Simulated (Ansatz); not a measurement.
NaI built on the zincblende prototype, relaxed with r2SCAN: the symmetry is F-43m (No. 216, cubic); conventional cell a = 7.086 Å, 44.48 Å³ an atom. Around Na lie 4 I at 3.07 Å; around I lie 4 Na at 3.07 Å. One-shot G0W0@PBE in the PAW code Ansatz on a 4×4×4 mesh (contour deformation, no spin-orbit coupling), from a PBE gap of 3.825 eV over the mesh points (the G0W0 gap is direct on the mesh); the number N of bands summed and the screening cutoff rise together. Spin-unpolarised throughout. Whether this structure exists isn't addressed.

| N | cutoff (eV) | 1000/N | G0W0 gap (eV) |
| --- | --- | --- | --- |
| 215 | 100 | 4.651 | 6.029 |
| 500 | 180 | 2.000 | 6.136 |

Lay a straight line in 1000/N through these rows.
The slope is -0.0404 eV per unit of 1000/N and the intercept 6.217 eV.

Predict the gap at N = 959 (260 eV).
6.217 + (-0.0404) × 1.043 = 6.175 eV; the run gives 6.171 eV, -0.004 eV from the line.

With that run's result added, what limit do the last two rows suggest?
Their slope is (6.171 − 6.136)/(1.043 − 2.000) = -0.0366, which meets 1/N = 0 at 6.21 eV, against 6.217 eV from the first line. The two lines nearly agree; the k mesh isn't extrapolated.

Spin-orbit coupling is left out, which matters wherever the heavy atoms make up the band edges.
